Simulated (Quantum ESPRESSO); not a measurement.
SnO:

```
Sn O
1.0
     3.13193    0.00000    0.00000
     0.00000    3.13193    0.00000
     0.00000    0.00000    3.13193
Sn O
1 1
Direct
  0.00000 0.00000 0.00000
  0.50000 0.50000 0.50000
```

The cell was built by a generator and needn't be a form met in nature.

```yaml
Program: Quantum ESPRESSO 7.5
Task: phonons
Functional: LDA
Potentials_or_basis: PseudoDojo 0.4.1 SR LDA standard
Cutoff: 1143 eV
Density_cutoff: 4572 eV
k_mesh: 9 × 9 × 9
Occupations: cold, width 0.2 eV
Spin: no spin polarisation
Target_pressure: 8 GPa
Form_of_the_LDA_correlation: PW92
Mixing_beta: 0.5
Most_SCF_iterations: 120
SCF_threshold: 4e-10 Ry
```

The cell and the atoms were relaxed first at 8 GPa, to 13.41 Å³/atom (a = 2.993 Å, b = 2.993 Å, c = 2.993 Å, α = 90.00°, β = 90.00°, γ = 90.00°), and the response was taken there.

The first run showed a gap, so the response started from a second, tighter run with fixed occupations.

Which optical modes does the crystal have at the zone centre, and which show in infrared and Raman spectra?

The optical modes are T1u. Infrared active: T1u. None is Raman active.

Optical modes at Γ, degenerate ones joined, polar ones without the macroscopic field:
```
cm⁻¹  components  symmetry  active in  IR intensity, summed ((D/Å)²/amu)
268i           3       T1u         IR                             142.49
```

Caveat: some modes are imaginary; the cell is more than 3 GPa from zero pressure, which shifts response properties; the gap is small at this level, which inflates the dielectric constant; this smearing can shift energies of a crystal with a gap; the gap on the mesh is small and may close between mesh points, in which case fixed occupations spoil the response; on a mesh that holds Γ this program's dielectric tensor can be off by some percent beyond the error of the mesh; spin-orbit coupling is left out, which moves the levels of the heavy elements; an odd mesh through Γ misses points on the zone boundary, where band edges often lie.
